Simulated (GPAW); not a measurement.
# Nb (Im-3m) in GPAW: notebook

Aim: see how the results for Nb move with the level of theory and the settings. Levels: r2SCAN+D3(BJ), WC, PBEsol. Tasks: equation of state.

Everything below comes from runs of GPAW 26.7.0. Logs are shortened: lines on timing, memory, paths and dates and some standing lists are left out, and cuts for length are marked. The log counts tension as positive stress, the text compression.

**Measured values to compare with.**

“Pressure effects on the electronic structure and superconductivity of (TaNb)0.67(HfZrTi)0.33 high entropy alloy”, 2019, arxiv:1910.08312 quotes, for a bulk crystal of Nb: bulk modulus 169 GPa.

The results are compared with them further down.

## (1) Starting point

It takes space group Im-3m (No. 229, cubic). Conventional cell: a = 3.328 Å, b = 3.328 Å, c = 3.328 Å, α = 90.00°, β = 90.00°, γ = 90.00°. Nb (site symmetry m-3m) has 8 Nb at 2.88 Å as nearest neighbours.

## (2) Equation of state, r2SCAN+D3(BJ)

run.py

```python
from ase.calculators.mixing import SumCalculator
from ase.eos import EquationOfState
from ase.io import Trajectory
from ase.spacegroup import crystal
from ase.units import GPa
from dftd3.ase import DFTD3
from gpaw import GPAW, PW

# Nb 2a
atoms = crystal(['Nb'],
                basis=[[0.0, 0.0, 0.0]],
                spacegroup=229, setting=1,  # Im-3m
                cellpar=[3.3279, 3.3279, 3.3279, 90.0, 90.0, 90.0],
                primitive_cell=True)

traj = Trajectory('eos.traj', 'w')
volumes, energies = [], []
for x in [0.94, 0.96, 0.98, 1.0, 1.02, 1.04, 1.06]:
    a = atoms.copy()
    a.set_cell(atoms.cell * x**(1 / 3), scale_atoms=True)
    calc = GPAW(mode=PW(600),
                xc='MGGA_X_R2SCAN+MGGA_C_R2SCAN',
                kpts={'size': (11, 11, 11), 'gamma': True},
                occupations={'name': 'fermi-dirac', 'width': 0.05},
                nbands=15,
                convergence={'density': 1e-05, 'energy': 1e-05},
                maxiter=150,
                txt=f'eos-{x:.2f}.txt')
    a.calc = SumCalculator([calc, DFTD3(method='r2scan', damping='d3bj')])
    energies.append(a.get_potential_energy())
    volumes.append(a.get_volume())
    p = -a.get_stress()[:3].mean() / GPa
    calc.write(f'eos-{x:.2f}.gpw')
    traj.write(a)
    print(f'{x:.2f} {volumes[-1]:10.4f} A^3 {energies[-1]:14.6f} eV {p:9.3f} GPa', flush=True)

v0, e0, B = EquationOfState(volumes, energies, eos='birchmurnaghan').fit()
print(f'V0 = {v0:.4f} A^3, E0 = {e0:.6f} eV, B0 = {B / GPa:.2f} GPa')
```

Potentials or basis: GPAW PAW data sets (gpaw-data 1.2.1), pw.

On the command line:

```console
$ OMP_NUM_THREADS=1 python run.py
```

Standard output:

```text
__  _  _
 | _ |_)|_||  |
 |__||  | ||/\| - 26.7.0

Input parameters:
  mode=PW(ecut=600.0),
  convergence={'density': 1e-05, 'energy': 1e-05},
  kpts=MonkhorstPack(size=(11, 11, 11), gamma=True),
  maxiter=150,
  nbands=15,
  occupations=Occupations(name='fermi-dirac', width=0.05),
  xc=XC(name='MGGA_X_R2SCAN+MGGA_C_R2SCAN')

Diagonalizing LCAO Hamiltonian
Converting LCAO to pw mode

       Nb

Atoms  # Å, Bohr magnetons
|   | symbol |        x |        y |        z |    initial magnetic moments |
|---|--------|----------|----------|----------|-----------------------------|
| 0 |     Nb | 0.000000 | 0.000000 | 0.000000 | ( 0.0000,  0.0000,  0.0000) |

Unit cell  # Å
| periodic |         x |         y |         z |  lengths |     angles |
|----------|-----------|-----------|-----------|----------|------------|
|      yes | -1.641461 |  1.641461 |  1.641461 | 2.843095 | 109.471221 |
|      yes |  1.641461 | -1.641461 |  1.641461 | 2.843095 | 109.471221 |
|      yes |  1.641461 |  1.641461 | -1.641461 | 2.843095 | 109.471221 |

Number of symmetries: 48
Symmetry operations  # r_c * U_cc + t_c -> r_c
|    | kind |            matrix            |
|----|------|------------------------------|
|  0 |  σ   |  1, 1, 1,  0, 0,-1,  0,-1, 0 |
|  1 |  C4  |  1, 1, 1,  0, 0,-1, -1, 0, 0 |
|  2 |  C2  |  1, 1, 1,  0,-1, 0,  0, 0,-1 |
|  3 |  S6  |  1, 1, 1,  0,-1, 0, -1, 0, 0 |
|  4 |  S6  |  1, 1, 1, -1, 0, 0,  0, 0,-1 |
|  5 |  C4  |  1, 1, 1, -1, 0, 0,  0,-1, 0 |
|  6 |  E   |  1, 0, 0,  0, 1, 0,  0, 0, 1 |
|  7 |  σ   |  1, 0, 0,  0, 1, 0, -1,-1,-1 |
|  8 |  σ   |  1, 0, 0,  0, 0, 1,  0, 1, 0 |
|  9 |  C3  |  1, 0, 0,  0, 0, 1, -1,-1,-1 |
| 10 |  C3  |  1, 0, 0, -1,-1,-1,  0, 1, 0 |
| 11 |  σ   |  1, 0, 0, -1,-1,-1,  0, 0, 1 |
| 12 |  σ   |  0, 1, 0,  1, 0, 0,  0, 0, 1 |
| 13 |  C2  |  0, 1, 0,  1, 0, 0, -1,-1,-1 |
| 14 |  C3  |  0, 1, 0,  0, 0, 1,  1, 0, 0 |
| 15 |  S4  |  0, 1, 0,  0, 0, 1, -1,-1,-1 |
| 16 |  S4  |  0, 1, 0, -1,-1,-1,  1, 0, 0 |
| 17 |  C3  |  0, 1, 0, -1,-1,-1,  0, 0, 1 |
| 18 |  C3  |  0, 0, 1,  1, 0, 0,  0, 1, 0 |
| 19 |  S4  |  0, 0, 1,  1, 0, 0, -1,-1,-1 |
| 20 |  σ   |  0, 0, 1,  0, 1, 0,  1, 0, 0 |
| 21 |  C3  |  0, 0, 1,  0, 1, 0, -1,-1,-1 |
| 22 |  C2  |  0, 0, 1, -1,-1,-1,  1, 0, 0 |
| 23 |  S4  |  0, 0, 1, -1,-1,-1,  0, 1, 0 |
| 24 |  C4  |  0, 0,-1,  1, 1, 1,  0,-1, 0 |
| 25 |  σ   |  0, 0,-1,  1, 1, 1, -1, 0, 0 |
| 26 |  S6  |  0, 0,-1,  0,-1, 0,  1, 1, 1 |
| 27 |  C2  |  0, 0,-1,  0,-1, 0, -1, 0, 0 |
| 28 |  C4  |  0, 0,-1, -1, 0, 0,  1, 1, 1 |
| 29 |  S6  |  0, 0,-1, -1, 0, 0,  0,-1, 0 |
| 30 |  S6  |  0,-1, 0,  1, 1, 1,  0, 0,-1 |
| 31 |  C4  |  0,-1, 0,  1, 1, 1, -1, 0, 0 |
| 32 |  C4  |  0,-1, 0,  0, 0,-1,  1, 1, 1 |
| 33 |  S6  |  0,-1, 0,  0, 0,-1, -1, 0, 0 |
| 34 |  σ   |  0,-1, 0, -1, 0, 0,  1, 1, 1 |
| 35 |  C2  |  0,-1, 0, -1, 0, 0,  0, 0,-1 |
| 36 |  C2  | -1, 0, 0,  1, 1, 1,  0, 0,-1 |
| 37 |  S6  | -1, 0, 0,  1, 1, 1,  0,-1, 0 |
| 38 |  S6  | -1, 0, 0,  0, 0,-1,  1, 1, 1 |
| 39 |  C2  | -1, 0, 0,  0, 0,-1,  0,-1, 0 |
| 40 |  C2  | -1, 0, 0,  0,-1, 0,  1, 1, 1 |
| 41 |  i   | -1, 0, 0,  0,-1, 0,  0, 0,-1 |
| 42 |  S4  | -1,-1,-1,  1, 0, 0,  0, 1, 0 |
| 43 |  C3  | -1,-1,-1,  1, 0, 0,  0, 0, 1 |
| 44 |  C3  | -1,-1,-1,  0, 1, 0,  1, 0, 0 |
| 45 |  σ   | -1,-1,-1,  0, 1, 0,  0, 0, 1 |
| 46 |  S4  | -1,-1,-1,  0, 0, 1,  1, 0, 0 |
| 47 |  C2  | -1,-1,-1,  0, 0, 1,  0, 1, 0 |

BZ-sampling:
  Number of BZ points: 1331
  Number of IBZ points: 56

  Monkhorst-Pack size: [11, 11, 11]
  Monkhorst-Pack shift: [0, 0, 0]

K-points  # in reciprocal-cell coordinates
|     |                                coordinates |     weight |
|-----|--------------------------------------------|------------|
|   0 | (  0.00000000,   0.00000000,   0.00000000) | 0.00075131 |
|   1 | (  0.09090909,   0.00000000,   0.00000000) | 0.00901578 |
|   2 | (  0.09090909,   0.09090909,  -0.09090909) | 0.00450789 |
|   3 | (  0.18181818,   0.00000000,  -0.09090909) | 0.01803156 |
|   4 | (  0.18181818,   0.00000000,   0.00000000) | 0.00901578 |
|   5 | (  0.18181818,   0.09090909,  -0.09090909) | 0.01803156 |
|   6 | (  0.18181818,   0.18181818,  -0.18181818) | 0.00450789 |
|   7 | (  0.27272727,  -0.09090909,  -0.09090909) | 0.00601052 |
|   8 | (  0.27272727,   0.00000000,  -0.09090909) | 0.03606311 |
|   9 | (  0.27272727,   0.00000000,   0.00000000) | 0.00901578 |
| ... |                                            |            |
|  55 | (  0.45454545,   0.45454545,   0.45454545) | 0.00601052 |

Plane wave coefficients: 603
Cutoff: 600.0 eV

Spin-components: 1 (collinear spins)
Bands:           15
Projectors:      6
Spin-degeneracy: 2
Datatype:        complex128

Parallelization:
  kpt:    1
  domain: 1
  band:   1

Density:
  Valence electrons: 13.0
  Components: 1
  Grid points: [18 18 18]
  Charge: 0.0  # |e|

Potential:
  Grid points: [18 18 18]

species:
  Nb:
    name:    Niobium
    Z:       41.0
    valence: 13
    core:    28
    charge:  0.0  # [|e|]
    compensation charges:
      type: gauss
      rc: 0.40  # [Å]
      lmax: 2
    cutoffs:
      filter: 2.35  # [Å]
      core: 1.51  # [Å]
    projectors
    | kind |    occ | energy [eV] | rcut [Å] |
    |------|--------|-------------|----------|
    |   4s |  2.000 |     -58.361 |    1.323 |
    |   5s |  1.000 |      -3.980 |    1.323 |
    |   4p |  6.000 |     -34.526 |    1.323 |
    |   5p |  0.000 |      -1.111 |    1.323 |
    |   4d |  4.000 |      -3.041 |    1.244 |
    |    d |        |      24.171 |    1.244 |

    Using partial waves for Nb as LCAO basis

Reference energy: -103906.147789  # eV

eigensolver:
  PPCG
  Converge bands: occupied
  niter=2

density mixing:
  MSR1-Mixer
  Pratt-step length: 0.05
  Maximum mixing coefficient: 0.75
  Old densities: 10
  SVD Regularization: 0.005
  Good broyden scale: 1.0
  Trust region scale: 1.0
  Backstep threshold: 4.0
  History deletion threshold: 6.0
  Fourier metric: weight=20.0, sigma=0.015

occupation numbers:
  Fermi-Dirac:
    width: 0.0500  # eV

poisson solver:
  ecut: 4800.0  # eV

xc functional:
  name: MGGA_X_R2SCAN+MGGA_C_R2SCAN with 2 nearest neighbor stencil

convergence criteria:
[... 6 lines left out ...]
|iter     | |      energy | eigst |  dens |
|---------|-|-------------|-------|-------|
|iter:   1| |  -26.286519 | +0.13 |       |
|iter:   2| |  -22.071404 | -1.65 | -1.02 |
|iter:   3| |  -21.775891 | -1.67 | -1.08 |
|iter:   4| |  -21.756343 | -2.01 | -1.46 |
|iter:   5| |  -21.763477 | -3.36 | -2.15 |
|iter:   6| |  -21.764449 | -3.90 | -2.59 |
|iter:   7| |  -21.764454 | -6.52 | -3.70 |
|iter:   8| |  -21.764453c| -7.14 | -4.04 |
|iter:   9| |  -21.764453c| -7.56c| -4.83 |
|iter:  10| |  -21.764453c| -8.23c| -5.41c|

Converged in 10 steps
Energy contributions relative to reference atoms: (reference = -103906.147789)

Energy contributions:
  Kinetic:          -3.810561
  Coulomb:          -0.588021
  Zero:             -0.086541
  External:          0.000000
  Xc:              -17.272511
  Entropy:          -0.013640
  Spinorbit:         0.000000
  ----------------------------
  Free energy:     -21.771273
  Extrapolated:    -21.764453

dipole moment: (-6.014762, -6.014762, -6.014762)  # |e|*Ang

Fermi level: 11.522
Eigenvalues  # (at kpt = [0.000, 0.000, 0.000])
| band index |      eig [eV] | occ [0-2] |
|------------|---------------|-----------|
|          0 |       -44.586 |     2.000 |
|          1 |       -19.126 |     2.000 |
|          2 |       -19.126 |     2.000 |
|          3 |       -19.126 |     2.000 |
|          4 |         5.286 |     2.000 |
|          5 |        11.988 |     0.000 |
|          6 |        11.988 |     0.000 |
|          7 |        11.988 |     0.000 |
|          8 |        15.166 |     0.000 |
|          9 |        15.166 |     0.000 |
|         10 |        26.788 |     0.000 |
|         11 |        26.788 |     0.000 |
|         12 |        26.788 |     0.000 |
|        ... |               |           |
|         14 |        37.900 |     0.000 |

No gap
No difference between direct/indirect transitions

Stress tensor  # eV/Ang^3
|         x |         y |         z |
|-----------|-----------|-----------|
| -0.025839 | -0.000000 | -0.000000 |
| -0.000000 | -0.025839 |  0.000000 |
| -0.000000 |  0.000000 | -0.025839 |

# Writing to eos-0.96.gpw (mode='')
```

Wall time 4.6 min (1 thread of Arm Neoverse V1, shared host); peak memory 0.68 GiB.

What came out:

| Property | Result |
| --- | --- |
| Equilibrium volume | 17.78 Å³/atom (rough: see the caveat) |
| Bulk modulus | 188 GPa (rough) |

Energy against volume, from the lowest point:
| volume (Å³/atom) | energy (meV/atom) |
| --- | --- |
| 17.322 | 7.09 |
| 17.691 | 0.00 |
| 18.060 | 2.18 |
| 18.428 | 12.58 |
| 18.797 | 30.50 |
| 19.165 | 55.22 |
| 19.534 | 86.05 |

Caveat: the points scatter about the fit; the PAW data sets were made with another functional, which shifts forces and pressure a little.

## (3) Equation of state, WC

run.py

```python
import spglib
from ase import Atoms
from ase.eos import EquationOfState
from ase.io import Trajectory, read
from ase.units import GPa
from gpaw import GPAW, PW, setup_paths

setup_paths.insert(0, '.')

atoms = read('Nb.cif')
cell, positions, numbers = spglib.find_primitive(
    (atoms.cell[:], atoms.get_scaled_positions(), atoms.numbers), symprec=1e-4)
atoms = Atoms(numbers, cell=cell, scaled_positions=positions, pbc=True)

traj = Trajectory('eos.traj', 'w')
volumes, energies = [], []
for x in [0.94, 0.96, 0.98, 1.0, 1.02, 1.04, 1.06]:
    a = atoms.copy()
    a.set_cell(atoms.cell * x**(1 / 3), scale_atoms=True)
    calc = GPAW(mode=PW(600),
                xc='WC',
                kpts={'size': (11, 11, 11), 'gamma': True},
                occupations={'name': 'fermi-dirac', 'width': 0.05},
                nbands=15,
                convergence={'density': 1e-05, 'energy': 1e-05},
                maxiter=150,
                txt=f'eos-{x:.2f}.txt')
    a.calc = calc
    energies.append(a.get_potential_energy(force_consistent=True))
    volumes.append(a.get_volume())
    p = -a.get_stress()[:3].mean() / GPa
    calc.write(f'eos-{x:.2f}.gpw')
    traj.write(a)
    print(f'{x:.2f} {volumes[-1]:10.4f} A^3 {energies[-1]:14.6f} eV {p:9.3f} GPa', flush=True)

v0, e0, B = EquationOfState(volumes, energies, eos='birchmurnaghan').fit()
print(f'V0 = {v0:.4f} A^3, E0 = {e0:.6f} eV, B0 = {B / GPa:.2f} GPa')
```

Nb.cif

```cif
data_Nb
_cell_length_a 3.32790000
_cell_length_b 3.32790000
_cell_length_c 3.32790000
_cell_angle_alpha 90.00000000
_cell_angle_beta 90.00000000
_cell_angle_gamma 90.00000000
_space_group_name_H-M_alt 'Im-3m'
_space_group_name_Hall '-I 4 2 3'
_space_group_IT_number 229
loop_
_space_group_symop_operation_xyz
'x,y,z'
'-x,-y,-z'
'-y,x,z'
'y,-x,-z'
'-x,-y,z'
'x,y,-z'
'y,-x,z'
'-y,x,-z'
'x,-y,-z'
'-x,y,z'
'-y,-x,-z'
'y,x,z'
'-x,y,-z'
'x,-y,z'
'y,x,-z'
'-y,-x,z'
'z,x,y'
'-z,-x,-y'
'z,-y,x'
'-z,y,-x'
'z,-x,-y'
'-z,x,y'
'z,y,-x'
'-z,-y,x'
'-z,x,-y'
'z,-x,y'
'-z,-y,-x'
'z,y,x'
'-z,-x,y'
'z,x,-y'
'-z,y,x'
'z,-y,-x'
'y,z,x'
'-y,-z,-x'
'x,z,-y'
'-x,-z,y'
'-y,z,-x'
'y,-z,x'
'-x,z,y'
'x,-z,-y'
'-y,-z,x'
'y,z,-x'
'-x,-z,-y'
'x,z,y'
'y,-z,-x'
'-y,z,x'
'x,-z,y'
'-x,z,-y'
'x+1/2,y+1/2,z+1/2'
'-x+1/2,-y+1/2,-z+1/2'
'-y+1/2,x+1/2,z+1/2'
'y+1/2,-x+1/2,-z+1/2'
'-x+1/2,-y+1/2,z+1/2'
'x+1/2,y+1/2,-z+1/2'
'y+1/2,-x+1/2,z+1/2'
'-y+1/2,x+1/2,-z+1/2'
'x+1/2,-y+1/2,-z+1/2'
'-x+1/2,y+1/2,z+1/2'
'-y+1/2,-x+1/2,-z+1/2'
'y+1/2,x+1/2,z+1/2'
'-x+1/2,y+1/2,-z+1/2'
'x+1/2,-y+1/2,z+1/2'
'y+1/2,x+1/2,-z+1/2'
'-y+1/2,-x+1/2,z+1/2'
'z+1/2,x+1/2,y+1/2'
'-z+1/2,-x+1/2,-y+1/2'
'z+1/2,-y+1/2,x+1/2'
'-z+1/2,y+1/2,-x+1/2'
'z+1/2,-x+1/2,-y+1/2'
'-z+1/2,x+1/2,y+1/2'
'z+1/2,y+1/2,-x+1/2'
'-z+1/2,-y+1/2,x+1/2'
'-z+1/2,x+1/2,-y+1/2'
'z+1/2,-x+1/2,y+1/2'
'-z+1/2,-y+1/2,-x+1/2'
'z+1/2,y+1/2,x+1/2'
'-z+1/2,-x+1/2,y+1/2'
'z+1/2,x+1/2,-y+1/2'
'-z+1/2,y+1/2,x+1/2'
'z+1/2,-y+1/2,-x+1/2'
'y+1/2,z+1/2,x+1/2'
'-y+1/2,-z+1/2,-x+1/2'
'x+1/2,z+1/2,-y+1/2'
'-x+1/2,-z+1/2,y+1/2'
'-y+1/2,z+1/2,-x+1/2'
'y+1/2,-z+1/2,x+1/2'
'-x+1/2,z+1/2,y+1/2'
'x+1/2,-z+1/2,-y+1/2'
'-y+1/2,-z+1/2,x+1/2'
'y+1/2,z+1/2,-x+1/2'
'-x+1/2,-z+1/2,-y+1/2'
'x+1/2,z+1/2,y+1/2'
'y+1/2,-z+1/2,-x+1/2'
'-y+1/2,z+1/2,x+1/2'
'x+1/2,-z+1/2,y+1/2'
'-x+1/2,z+1/2,-y+1/2'
loop_
_atom_site_label
_atom_site_type_symbol
_atom_site_symmetry_multiplicity
_atom_site_Wyckoff_symbol
_atom_site_fract_x
_atom_site_fract_y
_atom_site_fract_z
_atom_site_occupancy
Nb1 Nb 2 a 0.0000000000 0.0000000000 0.0000000000 1
```

Potentials or basis: PAW data sets generated in the run's folder for this functional, pw.

On the command line:

```console
$ gpaw-setup -f WC Nb
$ OMP_NUM_THREADS=1 python run.py
```

It took 83 s on 1 thread of Arm Neoverse V1, shared host; peak memory 0.18 GiB.

Results (log left out):

- Equilibrium volume: 17.61 Å³/atom
- Bulk modulus: 181 GPa
- Pressure derivative of the bulk modulus: 3.4

Energy against volume, from the lowest point:
```
volume (Å³/atom)  energy (meV/atom)
          17.322               2.58
          17.691               0.00
          18.060               5.95
          18.428              19.73
          18.797              40.65
          19.165              68.09
          19.534             101.44
```

## (4) Equation of state, PBEsol

Changes to run.py since step 3:

```diff
@@ -1,3 +1 @@
-import spglib
-from ase import Atoms
 from ase.eos import EquationOfState
@@ -10,5 +8,2 @@
 atoms = read('Nb.cif')
-cell, positions, numbers = spglib.find_primitive(
-    (atoms.cell[:], atoms.get_scaled_positions(), atoms.numbers), symprec=1e-4)
-atoms = Atoms(numbers, cell=cell, scaled_positions=positions, pbc=True)
 
@@ -20,3 +15,3 @@
     calc = GPAW(mode=PW(600),
-                xc='WC',
+                xc='PBEsol',
                 kpts={'size': (11, 11, 11), 'gamma': True},
```

Nb.cif

```cif
data_Nb
_cell_length_a 2.88204594
_cell_length_b 2.88204594
_cell_length_c 2.88204594
_cell_angle_alpha 109.47122063
_cell_angle_beta 109.47122063
_cell_angle_gamma 109.47122063
_space_group_name_H-M_alt 'P1'
_space_group_name_Hall 'P 1'
_space_group_IT_number 1
loop_
_space_group_symop_operation_xyz
'x,y,z'
loop_
_atom_site_label
_atom_site_type_symbol
_atom_site_symmetry_multiplicity
_atom_site_Wyckoff_symbol
_atom_site_fract_x
_atom_site_fract_y
_atom_site_fract_z
_atom_site_occupancy
Nb1 Nb 1 a 0.0000000000 0.0000000000 0.0000000000 1
```

On the command line:

```console
$ gpaw-setup -f PBEsol Nb
$ OMP_NUM_THREADS=1 python run.py
```

Wall time 83 s (1 thread of Arm Neoverse V1, shared host); peak memory 0.19 GiB.

Results (log left out):

```yaml
Equilibrium_volume: 17.52 Å³/atom
Bulk_modulus: 181 GPa
Pressure_derivative_of_the_bulk_modulus: 3.3
```

Energy against volume, from the lowest point:
| volume (Å³/atom) | energy (meV/atom) |
| --- | --- |
| 17.322 | 0.40 |
| 17.691 | 0.00 |
| 18.060 | 7.97 |
| 18.428 | 23.66 |
| 18.797 | 46.39 |
| 19.165 | 75.53 |
| 19.534 | 110.49 |

## (5) Summary

```csv
level,potentials or basis,V0 of scaled cells (Å³/atom),B0 (GPa)
r2SCAN+D3(BJ),"GPAW PAW data sets (gpaw-data 1.2.1), pw",-,-
WC,"PAW data sets generated in the run's folder for this functional, pw",17.61,181
PBEsol,"PAW data sets generated in the run's folder for this functional, pw",17.52,181
```

Alike in all rows: task equation of state; no spin polarisation; cell as given; k mesh 11 × 11 × 11; cutoff (eV) 600; smearing fermi-dirac 0.05 eV.

Caveats: the points scatter about the fit (some runs); the PAW data sets were made with another functional, which shifts forces and pressure a little (some runs).

Total energies depend on the potentials used, so only differences within one code and one set of settings carry meaning.

## (6) Against experiment

Step 3. Against the measured bulk modulus of Nb, 169 GPa (quoted in “Pressure effects on the electronic structure and superconductivity of (TaNb)0.67(HfZrTi)0.33 high entropy alloy”, 2019, arxiv:1910.08312), the calculated 181 GPa is off by +7.3 %. The fit is for a static lattice scaled at fixed shape and fixed fractional positions.

Step 4. Measured bulk modulus of Nb: 169 GPa (quoted in “Pressure effects on the electronic structure and superconductivity of (TaNb)0.67(HfZrTi)0.33 high entropy alloy”, 2019, arxiv:1910.08312). This calculation gives 181 GPa (+7.3 %). The fit is for a static lattice scaled at fixed shape and fixed fractional positions.
